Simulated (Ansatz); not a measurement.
Fluorite HfO2: a single-point calculation in the PAW code Ansatz (PBE). The cell was relaxed with r2SCAN and then strained (epitaxial -5.0 % in the plane normal to [111], free normal strain +7.05 %), with the atoms relaxed again with r2SCAN; k points keep the names of the unstrained zone.

The input:
```yaml
crystal:
  lattice:
    - [0.2032617411, 2.6059849443, 2.6059849443]
    - [2.6059849443, 0.2032617411, 2.6059849443]
    - [2.6059849443, 2.6059849443, 0.2032617411]
  atoms:
    - { symbol: Hf, position: [0.0, 0.0, 0.0] }
    - { symbol: O, position: [0.245873764, 0.245873764, 0.245873764] }
    - { symbol: O, position: [0.754126236, 0.754126236, 0.754126236] }
kpoints:
  mp_grid: { grid: [8, 8, 8] }
  band_path:
    path:
      - [0.0, 0.0, 0.0]
      - [0.5, 0.0, 0.5]
      - [0.625, 0.25, 0.625]
      - [0.375, 0.375, 0.75]
      - [0.5, 0.5, 0.5]
      - [0.5, 0.25, 0.75]
      - [0.0, 0.5, 0.5]
    npoints: 1
hamiltonian:
  xc: pbe
scf:
  occupations: { method: fermi_dirac, width: 0.02 }
  n_extra_bands: 4
output:
  forces: true
  stress: true
  eigenvalues: true
```

Command: `ansatz run input.yaml --threads 4 --pin off --max-ram 4608MiB --backend cpu --events-out ev --progress --plain --runs-dir out`.

**Question.** It took 1.4 s on 4 threads of Intel(R) Xeon(R) Processor @ 2.70GHz, with other jobs on the host. What peak of host memory did it reach?

**Answer.** About 0.38 GiB.

The log, with set-up remarks and timings taken out:
```
scf.n_extra_bands = 4 over 19 filled bands (N_el = 38.0): the run solves 23 bands
Pseudopotential: Hf, paw, valence charge 26, recommended cutoff 420 eV (normal)
Pseudopotential: O, paw, valence charge 6, recommended cutoff 420 eV (normal)
Functional definition: PBE
Crystal: 3 atoms, lattice volume = 31.263 Å³
Basis set: ecut = 420 eV, 605 PW (Γ)
Symmetry: 12 space group operations
Space group: R-3m (ITA 166)
k-points: 65 of 512
Free energy (F): -16861.182636 eV
Fermi energy:    18.812676 eV
--- Forces (eV/Å), atoms counted from 1 ---
  atom   1  Hf      0.00000      0.00000      0.00000
  atom   2  O     -0.06157    -0.06157    -0.06157
  atom   3  O       0.06157      0.06157      0.06157
--- Stress (GPa, compression-positive) ---
       17.925217      -5.893862      -5.893862
       -5.893862      17.925217      -5.893862
       -5.893862      -5.893862      17.925217
  P = ⅓ Tr σ = 17.9252 GPa (179.252 kbar)
```

The file bands.tsv (bands near the Fermi energy, numbered from 0, rounded):
```tsv
# k_distance	band_14	band_15	band_16	band_17	band_18	band_19	band_20	band_21	band_22
# fermi_ev = 18.812676
# [0, 0, 0] at k_distance = 0.000000
# [0.5, 0, 0.5] at k_distance = 1.260348
# [0.625, 0.25, 0.625] at k_distance = 1.688624
# [0.375, 0.375, 0.75] at k_distance = 2.489309
# [0.5, 0.5, 0.5] at k_distance = 3.289995
# [0.5, 0.25, 0.75] at k_distance = 4.214546
# [0, 0.5, 0.5] at k_distance = 5.665997
# levels_relative_to = fermi_ev
0.000	-7.411	-7.411	-2.646	-2.646	-2.378	2.084	2.084	4.186	8.317
1.260	-5.696	-5.180	-4.074	-3.202	-1.967	1.967	3.961	4.436	6.764
1.689	-6.179	-5.130	-4.613	-3.030	-2.318	2.477	3.907	4.263	6.297
2.489	-6.179	-5.130	-4.613	-3.030	-2.318	2.477	3.907	4.263	6.297
3.290	-6.466	-4.848	-4.809	-3.793	-3.793	2.672	2.672	4.138	7.215
4.215	-7.201	-4.969	-4.418	-3.323	-2.170	3.087	3.422	4.562	6.318
5.666	-5.696	-5.180	-4.074	-3.202	-1.967	1.967	3.961	4.436	6.764
```
In order the rows are Γ, X, U, K, L, W, X.

PBE gives a direct gap of 3.93 eV at X. The gap is the least over the mesh and the extra points. With the atoms held, the mean pressure is +17.93 GPa (compression positive). The largest force is 0.11 eV/Å.

No spin polarisation and no zero-point or thermal motion.

Spin-orbit coupling is left out, which matters wherever the heavy atoms make up the band edges.
